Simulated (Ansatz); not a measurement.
CO₂ (I-42d)

Method: DFT r2SCAN, scalar-relativistic, plane waves, PAW in Ansatz.

Plane waves to 500 eV, a k mesh through Γ of 8×8×8 on the computed 6-atom cell and Gaussian smearing (0.02 eV); no spin polarisation.

The structure is relaxed at this level of theory with its symmetry kept. This form isn't the usual stable structure of the compound.

```
C O
1.0
    -1.95459    1.95459    2.96725
     1.95459   -1.95459    2.96725
     1.95459    1.95459   -2.96725
C O
2 4
Direct
  0.75000 0.25000 0.50000
  0.00000 0.00000 0.00000
  0.70761 0.12500 0.08261
  0.04239 0.62500 0.91739
  0.37500 0.29239 0.41739
  0.87500 0.95761 0.58261
```

Question: Formation energy from the elements' standard states (uncorrected)?

Answer: -0.952 eV/atom.

Question: Generalised Kohn–Sham band gap?

Answer: 8.60 eV, indirect from N to Γ.

Question: Löwdin character of the top 1 eV of the valence band?

Answer: O 2p 97 %.

Question: Löwdin character of the lowest 1 eV of the conduction band?

Answer: C 2p 56 %, O 2p 17 %, O 2s 15 %, unprojected 7 %.

Question: Electron masses at the edge by Cartesian direction of the standard setting (m_e; degenerate bands sorted by energy; no spin-orbit coupling)?

Answer: x: 1.4; y: 1.4; z: 0.62.

Question: Hole masses at the edge by Cartesian direction of the standard setting (m_e; degenerate bands sorted by energy; no spin-orbit coupling)?

Answer: x: 1.3; y: 2.3; z: 1.5.

Question: Bulk modulus?

Answer: 155 GPa.

Question: Its pressure derivative?

Answer: 3.6.

Question: Electronic dielectric constant xx, yy, zz of the standard setting (independent particles)?

Answer: 3.2, 3.2, 3.1.

Question: Bader charges (e)?

Answer: C (2 in the cell) 2.23, O (4 in the cell) -1.11.